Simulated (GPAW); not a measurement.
Crystal: TaSi2.

```
Ta Si
1.0
     4.78390    0.00000    0.00000
    -2.39195    4.14298    0.00000
     0.00000    0.00000    6.57000
Ta Si
3 6
Direct
  0.00000 0.50000 0.33333
  0.50000 0.50000 0.66667
  0.50000 0.00000 0.00000
  0.31794 0.15897 0.33333
  0.15897 0.84103 0.66667
  0.84103 0.68206 0.00000
  0.68206 0.84103 0.33333
  0.84103 0.15897 0.66667
  0.15897 0.31794 0.00000
```

Base run:

```yaml
Program: GPAW 26.7.0
Functional: PBEsol
Potentials_or_basis: PAW data sets generated in the run's folder for this functional
Cutoff: 600 eV
Basis: pw
k_mesh: 5 × 5 × 3
Occupations: fermi-dirac, width 0.05 eV
Spin: no spin polarisation
Hubbard_terms: Ta d U = 3 eV
```

Its results: band gap on the k mesh none (metal or under the smearing width); pressure 1.8 GPa; largest force 0.061 eV/Å.

The run is repeated on the same cell with these changes: hubbard terms from Ta d U = 3 eV to Ta d U = 4 eV. What comes out?

Band gap on the k mesh none (metal or under the smearing width); pressure 3.1 GPa; largest force 0.091 eV/Å.

Caveats: U without spin polarisation on a metal has little footing; the U is typed as a test and isn't derived for this compound.
